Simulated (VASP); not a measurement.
Method: PBEsol GGA, VASP's PBE PAW potentials (set 64) (plane waves; VASP).

A VASP calculation is set up with these files.

POSCAR:
```
ZnTe
1
    0.0000000000     3.0360998440     3.0360998440
    3.0360998440    -0.0000000000     3.0360998440
    3.0360998440     3.0360998440     0.0000000000
Zn Te
1 1
Direct
  0.0000000000   0.0000000000   0.0000000000
  0.2500000000   0.2500000000   0.2500000000
```

**INCAR**
```
SYSTEM = ZnTe
PREC = Accurate
ENCUT = 520
EDIFF = 1E-7
NELM = 100
ALGO = Normal
LREAL = .FALSE.
LASPH = .TRUE.
ISMEAR = -5
GGA = PS
LMAXMIX = 4
LWAVE = .FALSE.
LCHARG = .TRUE.
LORBIT = 11
NEDOS = 601
ISIF = 2
```

File KPOINTS:
```
Automatic mesh
0
gamma
  9 9 9
0 0 0
```

POTCAR, in this order: Zn Te (PBE.64 set). Program: vasp_std.

What VASP printed:

**OUTCAR**
```
 ion  position               nearest neighbor table
   1  0.000  0.000  0.000-   2 2.63   2 2.63   2 2.63   2 2.63
   2  0.250  0.250  0.250-   1 2.63   1 2.63   1 2.63   1 2.63
  LATTYP: Found a face centered cubic cell.
 ALAT       =     6.0721996880
 Subroutine PRICEL returns:
 Original cell was already a primitive cell.
 Subroutine GETGRP returns: Found 24 space group operations
The static configuration has the point symmetry T_d .
The dynamic configuration has the point symmetry T_d .
 Subroutine INISYM returns: Found 24 space group operations
 Subroutine IBZKPT returns following result:
 Found     35 irreducible k-points:

 Following reciprocal coordinates:
            Coordinates               Weight
  0.000000  0.000000  0.000000      1.000000
  0.111111  0.000000  0.000000      8.000000
  0.222222  0.000000  0.000000      8.000000
  0.333333  0.000000  0.000000      8.000000
  0.444444  0.000000  0.000000      8.000000
  0.111111  0.111111  0.000000      6.000000
  0.222222  0.111111  0.000000     24.000000
  0.333333  0.111111  0.000000     24.000000
  0.444444  0.111111  0.000000     24.000000
 -0.444444  0.111111  0.000000     24.000000
 -0.333333  0.111111  0.000000     24.000000
 -0.222222  0.111111  0.000000     24.000000
 -0.111111  0.111111  0.000000     12.000000
  0.222222  0.222222  0.000000      6.000000
  0.333333  0.222222  0.000000     24.000000
  0.444444  0.222222  0.000000     24.000000
 -0.444444  0.222222  0.000000     24.000000
 -0.333333  0.222222  0.000000     24.000000
 -0.222222  0.222222  0.000000     12.000000
  0.333333  0.333333  0.000000      6.000000
  0.444444  0.333333  0.000000     24.000000
 -0.444444  0.333333  0.000000     24.000000
 -0.333333  0.333333  0.000000     12.000000
  0.444444  0.444444  0.000000      6.000000
 -0.444444  0.444444  0.000000     12.000000
  0.333333  0.222222  0.111111     24.000000
  0.444444  0.222222  0.111111     48.000000
 -0.444444  0.222222  0.111111     48.000000
  0.444444  0.333333  0.111111     24.000000
 -0.444444  0.333333  0.111111     48.000000
 -0.333333  0.333333  0.111111     48.000000
 -0.222222  0.333333  0.111111     24.000000
 -0.444444  0.444444  0.111111     24.000000
 -0.333333  0.444444  0.111111     24.000000
 -0.333333  0.444444  0.222222     24.000000
   k-points           NKPTS =     35   k-points in BZ     NKDIM =     35   number of bands    NBANDS=     13
   number of dos      NEDOS =    601   number of ions     NIONS =      2
   total plane-waves  NPLWV =  32768
   dimension x,y,z NGX =    32 NGY =   32 NGZ =   32
   dimension x,y,z NGXF=    64 NGYF=   64 NGZF=   64
   ions per type =               1   1
   PREC   = accura    normal or accurate (medium, high low for compatibility)
   ISTART =      0    job   : 0-new  1-cont  2-samecut
   ICHARG =      2    charge: 1-file 2-atom 10-const
   ISPIN  =      1    spin polarized calculation?
   LNONCOLLINEAR =      F non collinear calculations
   LSORBIT =      F    spin-orbit coupling
   INIWAV =      1    electr: 0-lowe 1-rand  2-diag
   ENCUT  =  520.0 eV  38.22 Ry    6.18 a.u.   7.98  7.98  7.98*2*pi/ulx,y,z
   NELM   =    100;   NELMIN=  2; NELMDL= -5     # of ELM steps
   EDIFF  = 0.1E-06   stopping-criterion for ELM
   LREAL  =      F    real-space projection
   NLSPLINE    = F    spline interpolate recip. space projectors
   LMAXMIX     =    4 max onsite mixed and CHGCAR
   VOSKOWN=      0    Vosko Wilk Nusair interpolation
   EDIFFG = 0.1E-05   stopping-criterion for IOM
   NSW    =      0    number of steps for IOM
   NBLOCK =      1;   KBLOCK =      1    inner block; outer block
   IBRION =     -1    ionic relax: 0-MD 1-quasi-New 2-CG
...
```

OSZICAR:
```
       N       E                     dE             d eps       ncg     rms          rms(c)
DAV:   1     0.778581724713E+02    0.77858E+02   -0.84562E+03   910   0.144E+03
DAV:   2    -0.154937714703E+01   -0.79408E+02   -0.76872E+02   940   0.260E+02
DAV:   3    -0.605967427257E+01   -0.45103E+01   -0.44930E+01  1170   0.626E+01
DAV:   4    -0.612415964676E+01   -0.64485E-01   -0.64470E-01  1070   0.729E+00
DAV:   5    -0.612542162782E+01   -0.12620E-02   -0.12620E-02  1121   0.828E-01    0.495E+00
DAV:   6    -0.593157499441E+01    0.19385E+00   -0.76913E-01  1095   0.275E+01    0.389E+00
DAV:   7    -0.591923594174E+01    0.12339E-01   -0.13166E-01  1005   0.451E+00    0.163E+00
DAV:   8    -0.591681102284E+01    0.24249E-02   -0.48681E-03  1138   0.734E-01    0.380E-01
DAV:   9    -0.591669181330E+01    0.11921E-03   -0.82228E-04  1087   0.463E-01    0.128E-01
DAV:  10    -0.591669725162E+01   -0.54383E-05   -0.12160E-04  1053   0.122E-01    0.910E-02
DAV:  11    -0.591671857119E+01   -0.21320E-04   -0.37839E-05   978   0.405E-02    0.163E-02
DAV:  12    -0.591672029553E+01   -0.17243E-05   -0.55330E-06  1174   0.348E-02    0.179E-02
DAV:  13    -0.591672021505E+01    0.80473E-07   -0.96299E-07  1045   0.117E-02
   1 F= -.59167202E+01 E0= -.59167202E+01  d E =0.000000E+00
```

### OUTCAR
```
------------------------ aborting loop because EDIFF is reached ----------------------------------------
  FORCE on cell =-STRESS in cart. coord.  units (eV):
  Direction    XX          YY          ZZ          XY          YZ          ZX
  --------------------------------------------------------------------------------------
  Total       -0.0048506     -0.0048506     -0.0048506      0.0000000      0.0000000      0.0000000
  in kB       -0.1388431     -0.1388431     -0.1388431      0.0000000      0.0000000      0.0000000
  external PRESSURE =      -0.1388431 kB  Pullay stress =       0.0000000 kB
  volume of cell :       55.97
      direct lattice vectors                 reciprocal lattice vectors
     0.000000000  3.036099844  3.036099844    -0.164684966  0.164684966  0.164684966
     3.036099844  0.000000000  3.036099844     0.164684966 -0.164684966  0.164684966
     3.036099844  3.036099844  0.000000000     0.164684966  0.164684966 -0.164684966
 POSITION                                       TOTAL-FORCE (eV/Angst)
 -----------------------------------------------------------------------------------
      0.00000      0.00000      0.00000         0.000000      0.000000      0.000000
      1.51805      1.51805      1.51805        -0.000000     -0.000000     -0.000000
 -----------------------------------------------------------------------------------
    total drift:                                0.000001      0.000001      0.000001
  FREE ENERGIE OF THE ION-ELECTRON SYSTEM (eV)
  ---------------------------------------------------
  free  energy   TOTEN  =        -5.9167202151 eV

  energy  without entropy=       -5.9167202151  energy(sigma->0) =       -5.91672022

 total charge

# of ion       s       p       d       tot
------------------------------------------
    1        0.562   0.444   9.759  10.764
    2        1.346   2.069   0.030   3.445
--------------------------------------------------
tot          1.908   2.513   9.789  14.210
```
(Selected blocks of OUTCAR.)

The compound is ZnTe in the zinc blende structure. It was relaxed first.
